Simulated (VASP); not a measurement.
**CuAu under changes of volume**

One of the cells (14.847 Å³/atom); the others are scaled copies at fixed shape and fractional positions:

```
CELL_PARAMETERS angstrom
2.82936 0.00000 0.00000
0.00000 2.82936 0.00000
0.00000 0.00000 3.70940
ATOMIC_POSITIONS crystal
Au 0.00000 0.00000 0.00000
Cu 0.50000 0.50000 0.50000
```

| Property | Result |
| --- | --- |
| Program | VASP 6.6.1 |
| Functional | PBEsol |
| Potentials or basis | VASP PAW PBE potentials, release 64 (Au, Cu) |
| Cutoff | 520 eV |
| k mesh | 9 × 9 × 7 |
| Occupations | fermi-dirac, width 0.05 eV |
| Spin | no spin polarisation |

```csv
volume (Å³/atom),energy over the lowest point (meV/atom),pressure (GPa)
13.683,11.79,7.2
13.974,2.29,3.0
14.265,0.00,-0.7
14.847,13.56,-6.7
15.139,?,?
15.430,46.45,-11.3
```

Task: What does the run at 15.139 Å³/atom give?

Result: Energy over the lowest point 27.92 meV/atom; pressure -9.2 GPa.

Worked out: A Birch-Murnaghan fit of order 3 (a polynomial in V^(-2/3)) to the other rows has its minimum at 14.22 Å³/atom with B0 = V·E''(V) = 173 GPa and B' = 5.6 at fixed shape and positions, which overstates the stiffness. It gives 27.94 meV/atom at 15.139 Å³/atom, against the run's 27.92, and -dE/dV = -9.1 GPa, against -9.2.

Energies are extrapolated to zero smearing.

Caveats: the PAW data sets were made with another functional, which shifts forces and pressure a little.
